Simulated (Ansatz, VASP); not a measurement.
# Mg: VASP and Ansatz over several settings

```xyz
2
Lattice="3.2515 0.0000 0.0000 -1.6258 2.8159 0.0000 0.0000 0.0000 5.2789" Properties=species:S:1:pos:R:3 pbc="T T T"
Mg    1.6258    0.9386    3.9591
Mg    0.0000    1.8773    1.3197
```

Single points on this cell with VASP 6.6.1 and Ansatz 0.2.0. Each row is one pair of runs. Alike in all rows: spin: off; k mesh: 10 × 10 × 5; smearing: fermi-dirac, width 0.05 eV.

```csv
level,"VASP's potentials, cutoff","Ansatz's potentials, cutoff","gap on the k mesh at the Fermi level (eV), VASP","gap on the k mesh at the Fermi level (eV), Ansatz","pressure (GPa), VASP","pressure (GPa), Ansatz","largest component of the traceless stress (GPa), VASP","largest component of the traceless stress (GPa), Ansatz"
LDA,"VASP PAW LDA potentials, release 64 (Mg), 520 eV","Ansatz PAW, 420 eV",none,none,-3.7,-3.4,0.90,0.91
PBE,"VASP PAW PBE potentials, release 64 (Mg), 520 eV","Ansatz PAW, 420 eV",none,none,-1.7,-1.6,0.82,0.82
r2SCAN,"VASP PAW PBE potentials, release 64 (Mg), 520 eV","Ansatz PAW, 500 eV",none,?,-2.6,?,0.59,?
PBEsol,"VASP PAW PBE potentials, release 64 (Mg), 520 eV","Ansatz PAW, 420 eV",none,none,-2.3,-2.2,0.81,0.82
PBE+D3(BJ),"VASP PAW PBE potentials, release 64 (Mg), 520 eV","Ansatz PAW, 420 eV",none,none,-3.5,-3.4,0.82,0.82
PBEsol+D3(BJ),"VASP PAW PBE potentials, release 64 (Mg), 520 eV","Ansatz PAW, 420 eV",none,none,-4.0,-3.9,0.81,0.82
```

**Question.** Fill in what Ansatz gave in row 3.

**Answer.** gap on the k mesh at the Fermi level (eV): none; pressure (GPa): -2.3; largest component of the traceless stress (GPa): 0.59.

A gap of «none» marks a metal or a gap that the smearing closes.

Caveats: pairwise dispersion overbinds metals, which lowers pressure and volume (some rows); the PAW data sets were made with another functional, which shifts forces and pressure a little (VASP); the PAW data sets come from PBE, with cores solved anew for the run's functional, which leaves a small shift of forces and pressure (Ansatz).
